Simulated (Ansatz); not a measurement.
GaN built on the NiAs prototype, relaxed with r2SCAN, was run in Ansatz 0.2.0 under altered settings. All numbers are computed, without spin polarisation but where a row says otherwise.

```
CELL_PARAMETERS angstrom
2.96720 0.00000 0.00000
-1.48360 2.56967 0.00000
0.00000 0.00000 5.03293
ATOMIC_POSITIONS crystal
Ga 0.00000 0.00000 0.00000
Ga 0.00000 0.00000 0.50000
N 0.33333 0.66667 0.25000
N 0.66667 0.33333 0.75000
```

The base run's other keys:
```yaml
kpoints:
  mp_grid: { grid: [6, 6, 2] }
hamiltonian:
  xc: hse06
scf:
  occupations: { method: fixed }
  n_extra_bands: 5
```

It takes 13 iterations with 737 plane waves at 420 eV and 14 k points, and leaves a mean stress of -1.47 GPa. The gap over this mesh is 2.675 eV. It ran on 4 threads of Arm Neoverse N1, with other jobs on the host.

Outcomes, with energy and stress as changes against the base:
```
                                    setting    outcome  ΔF (meV/atom)  Δ mean stress (GPa)  gap on the mesh (eV)  iterations  wall time
PBE hybrid, exx coeff 0.5, omega 0.2078 1/Å  converged              –                 -8.6                 4.170          18       15 s
          scf.exx.singularity: wigner_seitz  converged            0.0                  0.0                 2.675          13       13 s
                  scf.exx.q_mesh: [5, 5, 5]    refused              –                    –                     –           –     0.84 s
          scf.occupations: fermi_dirac 0.05  converged            0.0                  0.0                 2.675          13       13 s
```
A dash marks a value that wasn't obtained or can't be compared. Stress is positive in compression. The base took 13 s. The base's mesh is coarse for a hybrid, so its own values aren't converged.

- PBE hybrid, exx coeff 0.5, omega 0.2078 1/Å. That is 50 % exact exchange, screened with ω = 0.2078 1/Å, against HSE06's 25 % screened at 0.208 1/Å. The mean stress moves by -8.6 GPa and the gap on the mesh by +1.495 eV (to 4.170). Totals of different functionals aren't comparable. The program warns that on this mesh the truncation of the exchange isn't bounded, so part of the change can be an error of the mesh.
- scf.exx.q_mesh: [5, 5, 5]. The input is refused before any iteration. Error: invalid value for `scf.exx.q_mesh`: must divide elementwise kpoints.mp_grid.grid

Within 1 meV an atom, 0.1 GPa and 0.005 eV of the base stay: scf.exx.singularity: wigner_seitz; scf.occupations: fermi_dirac 0.05.

The program warns that its thresholds are loose for a hybrid's stress.

The meshes of the hybrids are coarse, so their gaps aren't converged to the digits shown.
